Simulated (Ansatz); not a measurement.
Bi:

```
Bi
1.0
     2.26750    1.30914    3.93800
    -2.26750    1.30914    3.93800
     0.00000   -2.61828    3.93800
Bi
2
Direct
  0.76600 0.76600 0.76600
  0.23400 0.23400 0.23400
```

Base run:

* Program: Ansatz 0.2.0
* Functional: PBEsol
* Potentials or basis: all-electron LAPW, non-relativistic
* Cutoff: 214 eV
* Density cutoff: 856 eV
* Basis error allowed: 0.001 eV/atom
* k mesh: 7 × 7 × 7
* Occupations: fermi-dirac, width 0.05 eV
* Spin: no spin polarisation

Its results: pressure 2.1 GPa; largest force 0.445 eV/Å.

Task: After a change of settings the same cell gave: pressure -0.3 GPa; largest force 0.131 eV/Å. Which change was it?
A. potentials or basis from all-electron LAPW, non-relativistic to all-electron LAPW, scalar-relativistic
B. functional from PBEsol to PBE; potentials or basis from all-electron LAPW, non-relativistic to all-electron LAPW, scalar-relativistic
C. functional from PBEsol to PBE; potentials or basis from all-electron LAPW, non-relativistic to all-electron PAW datasets made for the crystal
D. functional from PBEsol to LDA; potentials or basis from all-electron LAPW, non-relativistic to all-electron LAPW, scalar-relativistic

Result: A.

Caveats: relativity is left out, which matters for the heavier elements (some runs).

Not every run made on this cell is shown here.
